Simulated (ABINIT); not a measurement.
MgB2, 3 atoms in the cell. The structure is hexagonal, space group P6/mmm (No. 191). The conventional cell has a = 3.085 Å, b = 3.085 Å, c = 3.523 Å, α = 90.00°, β = 90.00°, γ = 120.00°. Mg (site symmetry 6/mmm) is surrounded by 12 B at 2.51 Å. B (site symmetry -6m2) is surrounded by 3 B at 1.78 Å. 

- Program: ABINIT 10.8.3 (patched build)
- Task: single point
- Functional: LDA
- Potentials or basis: JTH PAW LDA v2.0
- Cutoff: 408 eV
- k mesh: 13 × 13 × 10
- Occupations: fermi-dirac, width 0.05 eV
- Spin: no spin polarisation
- Fine-grid cutoff: 816.342 eV

Potentials or basis: JTH PAW LDA v2.0.

Run with:

```console
$ abinit run.abi > log 2>&1
```

Hardware: 1 thread of Intel(R) Xeon(R) 6975P-C (Granite Rapids) (shared host).

How long does it take, and how much memory?

Wall time 13 s on 1 thread of Intel(R) Xeon(R) 6975P-C (Granite Rapids), on a shared host, peak memory 0.1 GiB. Counts: scf iterations 10, mpi ranks 1, k points 126, bands 12, plane waves 554.
